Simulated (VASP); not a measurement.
A run of VASP 6.6.1 is set up as follows.

The input INCAR:

```
  ALGO = Normal
  EDIFF = 1E-7
  EDIFFG = -0.002
  ENCUT = 520
  GGA = CA
  IBRION = 2
  ISIF = 3
  ISMEAR = 0
  LASPH = True
  LCHARG = False
  LREAL = False
  LWAVE = False
  NELM = 80
  NSW = 80
  PREC = Accurate
  PSTRESS = 750.0
  SIGMA = 0.1
```

The input KPOINTS:

```
k-points
0
Gamma
  16 16 16
```

POSCAR

```
Hf                                      
1.0
   -1.5686833104      1.5686833104      1.5686833104
    1.5686833104     -1.5686833104      1.5686833104
    1.5686833104      1.5686833104     -1.5686833104
  Hf            
     1
Direct
     0.0000000000000000    0.0000000000000000    0.0000000000000000
```

Potentials or basis: VASP PAW LDA potentials, release 64 (Hf_pv).

The run is started by

```console
$ cat potpaw_LDA.64/Hf_pv/POTCAR > POTCAR
$ mpirun -np 1 vasp_std > vasp.out
```

Task: Estimate the space group after relaxing (to 0.05 Å).

Result: Im-3m (No. 229).

Task: Predict the band gap on the k mesh.

Result: None (metal or under the smearing width).

Task: What does it give for the relaxed volume?

Result: 14.24 Å³/atom.

Task: What does it give for the relaxed cell?

Result: a = 2.645 Å, b = 2.645 Å, c = 2.645 Å, α = 109.47°, β = 109.47°, γ = 109.47°.

Step by step:
```csv
step,energy change (eV),largest force (eV/Å),pressure (GPa),volume (Å³)
1,0.0000,0.0000,50.00,15.44
2,3.6281,0.0000,238.03,10.66
3,0.3898,0.0000,71.05,14.40
4,0.4488,0.0000,74.28,14.27
5,0.4620,0.0000,75.00,14.24
```

Caveat: the cell is relaxed towards a set pressure, so the enthalpy falls and the energy may rise. The run has no spin-orbit coupling, so splittings on Hf are missing.
